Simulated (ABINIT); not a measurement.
Input of an ABINIT 10.8.3 (patched build) run:

The input run.abi:

```
# Datasets
ndtset 3

# Pseudopotentials
pp_dirpath "./"
pseudos "Mn.upf, O.upf"

# Structure
acell 3*1.0
rprim
     0.0000000000     4.2025764847     4.2025764847
     4.2025764847     0.0000000000     4.2025764847
     4.2025764847     4.2025764847     0.0000000000
ntypat 2
znucl 25 8
natom 2
typat 1 2
xred
            0.0            0.0            0.0
            1/2            1/2            1/2

# Plane-wave basis
ecut 46.0

# k points
ngkpt 6 6 6
nshiftk 4
shiftk
     0.5000000000     0.5000000000     0.5000000000
     0.5000000000     0.0000000000     0.0000000000
     0.0000000000     0.5000000000     0.0000000000
     0.0000000000     0.0000000000     0.5000000000
istwfk *1

# Exchange and correlation
ixc 7

# Bands and occupations
occopt 3
tsmear 0.05 eV

# Spin
nsppol 2
spinat
     0.0000000000     0.0000000000     4.0000000000
     0.0000000000     0.0000000000     0.0000000000

# SCF cycle
nstep 80

# Output
iomode 3
prteig 0
prtebands 0

# Dataset 1: ground state
nband1 16
tolvrs1 1.0e-12
prtden1 1
prtwf1 0
kptopt1 1

# Dataset 2: empty bands at fixed density
iscf2 -3
getden2 1
nband2 20
nbdbuf2 4
tolwfr2 1.0e-12
nstep2 120
prtden2 0
kptopt2 1

# Dataset 3: wave functions and velocity matrix elements in the full zone
optdriver3 8
wfk_task3 "wfk_optics_fullbz"
getwfk3 2
nband3 16
kptopt3 1
prtevk3 1
inclvkb3 2
```

The input optic.abi:

```
&FILES
 ddkfile_1 = 'runo_DS3_1_EVK.nc',
 ddkfile_2 = 'runo_DS3_2_EVK.nc',
 ddkfile_3 = 'runo_DS3_3_EVK.nc',
 wfkfile = 'runo_DS3_WFK.nc'
/
&PARAMETERS
 broadening = 0.007350,
 domega = 0.002,
 maxomega = 0.8,
 scissor = 0.000000,
 tolerance = 0.002
/
&COMPUTATIONS
 num_lin_comp = 1,
 lin_comp = 11,
 num_nonlin_comp = 0
/
```

Potentials or basis: PseudoDojo NC SR LDA v0.4.1 standard.

Command:

```bash
$ abinit run.abi > log 2>&1
$ optic optic.abi > optic.log 2>&1
```

What does it give for the pressure?

-17.2 GPa.

What does it give for the site moments?

Mn +4.00; O +0.23 μB.

Estimate the net moment.

4.59 μB per cell.

Dielectric function (mean over the directions given):
| energy (eV) | real part | imaginary part |
| --- | --- | --- |
| 0.33 | 7.46 | 7.07 |
| 0.98 | 3.86 | 1.77 |
| 1.63 | 5.16 | 0.82 |
| 2.29 | 5.90 | 1.55 |
| 2.94 | 5.04 | 1.91 |
| 3.70 | 5.07 | 2.31 |
| 4.35 | 5.82 | 2.45 |
| 5.01 | 5.14 | 4.42 |
| 5.66 | 4.79 | 5.18 |
| 6.31 | 2.88 | 5.70 |
| 7.08 | 1.39 | 5.13 |
| 7.73 | 0.27 | 3.55 |
| 8.38 | 0.79 | 2.96 |
| 9.03 | 1.13 | 1.98 |
| 9.69 | 1.64 | 2.65 |
| 10.45 | 0.78 | 2.68 |
| 11.10 | 0.75 | 2.59 |
| 11.76 | 0.77 | 2.08 |
| 12.41 | 0.75 | 2.08 |
| 13.06 | 0.70 | 1.89 |
| 13.82 | 1.09 | 2.16 |
| 14.48 | 0.78 | 2.52 |
| 15.13 | 0.35 | 2.55 |
| 15.78 | -0.33 | 2.18 |
| 16.44 | -0.29 | 1.74 |
| 17.20 | -0.14 | 1.16 |
| 17.85 | 0.12 | 1.01 |
| 18.50 | 0.11 | 1.43 |
| 19.16 | -0.16 | 1.02 |
| 19.92 | -0.08 | 0.86 |

Caveat: the intraband (Drude) term is left out; spectra need much finer meshes, so this one isn't converged; independent-particle spectra lack excitons; so large a pressure means that the cell lies far from this level's equilibrium, or that cutoff or potentials fall short; a cell with one magnetic atom can't hold antiferromagnetic order, which such compounds often take.
